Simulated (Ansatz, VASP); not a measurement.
AlN: VASP beside Ansatz

```
Al N
1.0
     0.00000    2.21535    2.21535
     2.20159    0.01376    2.20159
     2.20159    2.20159    0.01376
Al N
1 1
Direct
  0.00000 0.00000 0.00000
  0.75000 0.75000 0.75000
```

Change from the starting cell: strain +0.0125 x Voigt [0, 0, 0, 1, 0, 0], atoms carried along.

Alike in both runs: task single point; functional PBE; k mesh 10 × 10 × 10; occupations gaussian, width 0.05 eV; no spin polarisation.

|  | VASP | Ansatz |
| --- | --- | --- |
| version | VASP 6.6.1 | Ansatz 0.2.0 |
| potentials or method | VASP PAW PBE potentials, release 64 (Al, N) | scalar-relativistic, plane waves, PAW |
| plane-wave cutoff (eV) | 520 | 420 |
| valence electrons in the cell | 8 | 8 |

|  | VASP | Ansatz | Ansatz less VASP |
| --- | --- | --- | --- |
| gap on the k mesh at the Fermi level (eV) | 3.27 | 3.28 | +0.007 |
| least direct gap on the mesh (eV) | 3.95 | 3.94 | -0.009 |
| pressure (GPa) | -0.2 | 0.0 | +0.27 |
| largest component of the traceless stress (GPa) | 2.68 | 2.66 | -0.020 |
| rms of the force components (eV/Å) | 0.058 | 0.058 | -0.0003 |

Atom by atom the forces differ by 0.000 eV/Å (rms over components).

A k mesh can miss the band edges.
